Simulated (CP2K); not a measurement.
GaP:

```
CELL_PARAMETERS angstrom
6.81095 0.00000 0.00000
5.70235 3.72455 0.00000
5.70235 1.69729 3.31534
ATOMIC_POSITIONS crystal
Ga 0.56463 0.56463 0.56463
Ga 0.43537 0.43537 0.43537
P 0.94261 0.94261 0.94261
P 0.05739 0.05739 0.05739
```

Measurements of this composition are mostly on another form, of space group No. 216.

Base run:

| Quantity | Value |
| --- | --- |
| Program | CP2K 2026.2 |
| Functional | MS2 |
| Potentials or basis | POTENTIAL_UZH Ga GTH-PBE-q13, P GTH-PBE-q5; TZVP-MOLOPT-PBE-GTH basis |
| Density cutoff | 9184 eV |
| k mesh | 8 × 8 × 8 |
| Occupations | fermi-dirac, width 0.05 eV |
| Spin | no spin polarisation |

Its results: band gap on the k mesh 1.21 eV, indirect (least direct gap 1.58 eV); pressure -2.4 GPa; largest force 0.122 eV/Å.

Question: After a change of settings the same cell gave: band gap on the k mesh 0.78 eV, indirect (least direct gap 1.04 eV); pressure -0.4 GPa; largest force 0.460 eV/Å. Which change was it?
A. functional from MS2 to BLYP
B. functional from MS2 to LDA
C. functional from MS2 to PBEsol
D. functional from MS2 to rev-vdW-DF2

Answer: D.

Caveats: the potentials were made for another functional, which shifts forces and pressure; the basis of atomic orbitals isn't converged, which shifts pressures, moduli and gaps.

Runs at the PBE level aren't shown here.
